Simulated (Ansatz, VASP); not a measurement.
## ZnSe (Stilleite): VASP beside Ansatz

Contents of INCAR:

```
ALGO = Normal
EDIFF = 1E-6
ENCUT = 520
GGA = PE
ISIF = 2
ISMEAR = 0
LASPH = T
LCHARG = F
LREAL = F
LWAVE = F
NBANDS = 16
NELM = 80
PREC = Accurate
SIGMA = 0.01
```

The input KPOINTS:

```
k-points
0
Gamma
  6 6 6
```

The input POSCAR:

```
ZnSe
1.0
    0.0000000000      2.9221289237      2.9221289237
    2.9221289237      0.0000000000      2.9221289237
    2.9221289237      2.9221289237      0.0000000000
Zn Se
1 1
Direct
    0.0000000000      0.0000000000      0.0000000000
    0.2500000000      0.2500000000      0.2500000000
```

Input for Ansatz:

```yaml
crystal:
  lattice:
    - [0.0, 2.9221289237, 2.9221289237]
    - [2.9221289237, 0.0, 2.9221289237]
    - [2.9221289237, 2.9221289237, 0.0]
  atoms:
    - { symbol: Zn, position: [0.0, 0.0, 0.0] }
    - { symbol: Se, position: [0.25, 0.25, 0.25] }
kpoints:
  mp_grid: { grid: [6, 6, 6] }
hamiltonian:
  xc: pbe
scf:
  occupations: { method: fixed }
  n_extra_bands: 4
output:
  forces: true
  stress: true
  eigenvalues: true
```

Alike in both runs: task single point; functional PBE; k mesh 6 × 6 × 6; no spin polarisation.

|  | VASP | Ansatz |
| --- | --- | --- |
| version | VASP 6.6.1 | Ansatz 0.2.0 |
| potentials or method | VASP PAW PBE potentials, release 64 (Zn, Se) | plane waves, PAW |
| plane-wave cutoff (eV) | 520 | 420 |
| occupations | gaussian, width 0.01 eV | fixed |
| valence electrons in the cell | 18 | 28 |

|  | VASP | Ansatz | Ansatz less VASP |
| --- | --- | --- | --- |
| gap on the k mesh at the Fermi level (eV) | 0.93 | 0.93 | 0.000 |
| pressure (GPa) | -2.7 | -2.9 | -0.17 |

The two sets of potentials don't hold the same shells in valence.

As with any semilocal functional, this PBE gap is likely too small.
